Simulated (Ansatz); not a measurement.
# K (hP4 type): a single-point run

Aim: a sound single-point run of K (hP4 type). The structure is shown as the input types it.

Computed with Ansatz 0.2.0 (DFT, PBE, all-electron LAPW, scalar-relativistic, unless a step's input says otherwise).

## (1) Starting point

It takes space group P6_3/mmc (No. 194, hexagonal). The conventional cell has a = 3.769 Å, b = 3.769 Å, c = 12.071 Å, α = 90.00°, β = 90.00°, γ = 120.00°. K (site symmetry -3m) is surrounded by 12 K at 3.72 to 3.77 Å. Around K (site symmetry -6m2) lie 12 K at 3.72 to 3.77 Å.

Coordinates:

```xyz
4
Lattice="3.7692 0.0000 0.0000 -1.8846 3.2642 0.0000 0.0000 0.0000 12.0706" Properties=species:S:1:pos:R:3 pbc="T T T"
K     0.0000    0.0000    0.0000
K     0.0000    0.0000    6.0353
K     0.0000    2.1761    3.0177
K     1.8846    1.0881    9.0530
```

## (2) Input and run

File input.yaml:

```yaml
crystal:
  lattice:
    - [3.7691643942, 0.0, 0.0]
    - [-1.8845821971, 3.2641921164, 0.0]
    - [0.0, 0.0, 12.0706419584]
  atoms:
    - { symbol: K, position: [0.0, 0.0, 0.0] }
    - { symbol: K, position: [0.0, 0.0, 0.5] }
    - { symbol: K, position: [0.3333333333, 0.6666666667, 0.25] }
    - { symbol: K, position: [0.6666666667, 0.3333333333, 0.75] }
kpoints:
  mp_grid: { grid: [6, 5, 5] }
scf:
  occupations: { method: fermi_dirac, width: 0.1 }
  max_iter: 100
hamiltonian:
  xc: pbe
  pseudopotentials: { kind: all_electron, lapw: { basis_error: 0.001 } }
output:
  forces: true
  stress: true
  eigenvalues: true
  populations: true
```

Started as:

```bash
$ ansatz run input.yaml --threads 1 --pin off --max-ram 3072MiB --backend cpu --events-out ev --progress --plain --runs-dir out
```

**Question.** How will this run end, and is anything wrong with its input?

This run ends as converged, with warnings (symmetry narrowed by mesh). Its log warns: «crystal.symmetry: narrowed to the stabiliser of the k-point mesh — unitary ops 24 → 4; excluded 20 operations that carry a point of the 6×5×5 mesh (shift [0, 0 ...»

Look at the input: kpoints.mp_grid.grid is [6, 5, 5]. Unequal divisions along equivalent axes break the crystal's symmetry in the sampling.

Run again and compare: set kpoints.mp_grid.grid to [6, 6, 4].
